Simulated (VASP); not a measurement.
Runs of VASP 6.6.1 on Mg3Sb2. The structure is trigonal, space group P-3m1 (No. 164). The conventional cell has a = 4.596 Å, b = 4.596 Å, c = 7.274 Å, α = 90.00°, β = 90.00°, γ = 120.00°. Mg (site symmetry 3m) is surrounded by 4 Sb at 2.85 to 2.96 Å. Mg (site symmetry -3m) has 6 Sb at 3.12 Å as nearest neighbours. Around Sb (site symmetry 3m) lie 7 Mg at 2.85 to 3.12 Å. 

```csv
task,level,potentials or basis,cell,gap on the mesh (eV),pressure (GPa),largest force (eV/Å)
relaxation of shape and atoms at fixed volume,PBE,"VASP PAW PBE potentials, release 64 (Mg, Sb)",atoms relaxed at fixed volume,0.15,0.0,-
relaxation of cell and atoms,PBE,"VASP PAW PBE potentials, release 64 (Mg, Sb)",relaxed,0.15,0.0,-
relaxation of cell and atoms,LDA,"VASP PAW LDA potentials, release 64 (Mg, Sb)",relaxed,0.15,0.0,-
relaxation of shape and atoms at fixed volume,PBE,"VASP PAW PBE potentials, release 64 (Mg, Sb)",atoms relaxed at fixed volume from: a relaxed cell with its volume scaled by 0.94,0.16,3.0,-
relaxation of shape and atoms at fixed volume,PBE,"VASP PAW PBE potentials, release 64 (Mg, Sb)",atoms relaxed at fixed volume from: a relaxed cell with its volume scaled by 0.98,0.16,0.9,-
relaxation of shape and atoms at fixed volume,PBE,"VASP PAW PBE potentials, release 64 (Mg, Sb)",atoms relaxed at fixed volume from: a relaxed cell with its volume scaled by 1.02,0.14,-0.8,-
relaxation of shape and atoms at fixed volume,PBE,"VASP PAW PBE potentials, release 64 (Mg, Sb)",atoms relaxed at fixed volume from: a relaxed cell with its volume scaled by 0.96,0.17,1.9,0.01
relaxation of shape and atoms at fixed volume,PBE,"VASP PAW PBE potentials, release 64 (Mg, Sb)",atoms relaxed at fixed volume from: a relaxed cell with its volume scaled by 1.06,(a),-2.2,0.01
relaxation of shape and atoms at fixed volume,PBE,"VASP PAW PBE potentials, release 64 (Mg, Sb)",atoms relaxed at fixed volume from: a relaxed cell with its volume scaled by 1.04,0.12,-1.5,0.01
```

Alike in all rows: no spin polarisation; k mesh 9 × 9 × 5; cutoff (eV) 600; smearing gaussian 0.03 eV.

Task: Estimate the missing entries.

Result: (a) 0.11.

Caveats: spin-orbit coupling is left out, which moves the levels of the heavy elements; an odd mesh through Γ misses points on the zone boundary, where band edges often lie; the relaxation stopped at its first step, so nothing moved (some runs).

A k mesh can miss the band edges, and the runs leave out spin-orbit coupling on Sb.
